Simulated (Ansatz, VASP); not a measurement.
## BN: VASP beside Ansatz

```
N B
1.0
     1.25112    0.72234    3.37293
    -1.25112    0.72234    3.37293
     0.00000   -1.44467    3.37293
N B
1 1
Direct
  0.66724 0.66724 0.66724
  0.00033 0.00033 0.00033
```

The cell is a database's computed one.

Alike in both runs: task relaxation of cell and atoms; functional PBE; k mesh 12 × 12 × 12; occupations fermi-dirac, width 0.05 eV; no spin polarisation.

|  | VASP | Ansatz |
| --- | --- | --- |
| version | VASP 6.6.1 | Ansatz 0.2.0 |
| potentials or method | VASP PAW PBE potentials, release 64 (N, B) | Ansatz PAW |
| plane-wave cutoff (eV) | 600 | 420 |
| valence electrons in the cell | 8 | 8 |

Ansatz gave:

```
gap on the k mesh at the Fermi level, each at its own relaxed structure (eV) : 4.39
relaxed volume (Å³/atom)                                                     : 11.42
relaxed cell length with the largest relative difference (Å)                 : 4.424
energy change over the relaxation (meV/atom)                                 : -11
```

Which values does VASP return?

gap on the k mesh at the Fermi level, each at its own relaxed structure (eV): 4.48; relaxed volume (Å³/atom): 10.56; relaxed cell length with the largest relative difference (Å): 4.125; energy change over the relaxation (meV/atom): -8.

One of these differences is far larger than is usual between the two programs; its cause wasn't traced.

Caveats: the volume moved by over 15 % at a fixed basis, so the end points are rough; the plane-wave basis is chosen anew once the cell has moved, so the energies of steps on either side of that aren't comparable (Ansatz); the pressure holds a Pulay correction of +0.5 GPa for the finite cutoff (Ansatz). Expect the measured gap to be larger: semilocal functionals such as PBE lack the derivative discontinuity. A k mesh can miss the band edges.
